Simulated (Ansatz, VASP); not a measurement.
# One calculation of BiTe, two programs

Contents of INCAR:

```
SYSTEM = BiTe
PREC = Accurate ; ENCUT = 520
EDIFF = 1E-6 ; ISMEAR = -1
SIGMA = 0.05 ; LREAL = .FALSE.
LASPH = .TRUE. ; NELM = 100
ALGO = Normal ; ISIF = 2
LWAVE = .FALSE. ; LCHARG = .TRUE.
GGA = PS ; LELF = .TRUE.
LVHAR = .TRUE. ; NBANDS = 18
```

File KPOINTS:

```
regular mesh
0
G
  7 7 7
  0 0 0
```

POSCAR

```
BiTe
1.0
    2.4545891627      1.4171577139      3.3609455389
   -2.4545891627      1.4171577139      3.3609455389
    0.0000000000     -2.8343154277      3.3609455389
Bi Te
1 1
Direct
    0.5000000000      0.5000000000      0.5000000000
    0.0000000000      0.0000000000      0.0000000000
```

Contents of input.yaml:

```yaml
crystal:
  lattice:
    - [2.4545891627, 1.4171577139, 3.3609455389]
    - [-2.4545891627, 1.4171577139, 3.3609455389]
    - [0.0, -2.8343154277, 3.3609455389]
  atoms:
    - { symbol: Bi, position: [0.5, 0.5, 0.5] }
    - { symbol: Te, position: [0.0, 0.0, 0.0] }
kpoints:
  mp_grid: { grid: [7, 7, 7] }
scf:
  occupations: { method: fermi_dirac, width: 0.05 }
hamiltonian:
  xc: pbesol
  pseudopotentials: { kind: all_electron, lapw: { basis_error: 0.0005 } }
output:
  forces: true
  stress: true
  eigenvalues: true
```

Change from the starting cell: volume scaled by 1.04.

Alike in both runs: task single point; functional PBEsol; k mesh 7 × 7 × 7; occupations fermi-dirac, width 0.05 eV; no spin polarisation.

|  | VASP | Ansatz |
| --- | --- | --- |
| version | VASP 6.6.1 | Ansatz 0.2.0 |
| potentials or method | VASP PAW PBE potentials, release 64 (Bi_d, Te) | all-electron LAPW, scalar-relativistic |
| plane-wave cutoff (eV) | 520 | see its input |

```tsv
	VASP	Ansatz	Ansatz less VASP
gap on the k mesh at the Fermi level (eV)	none	none	-
pressure (GPa)	-3.9	-3.9	+0.05
largest component of the traceless stress (GPa)	0.44	0.44	-0.002
```

A gap of «none» marks a metal or a gap that the smearing closes. Ansatz ran all-electron here, so the differences hold the error of VASP's frozen core and of both bases.

Caveats: spin-orbit coupling is left out, which moves the levels of the heavy elements; the PAW data sets were made with another functional, which shifts forces and pressure a little (VASP).
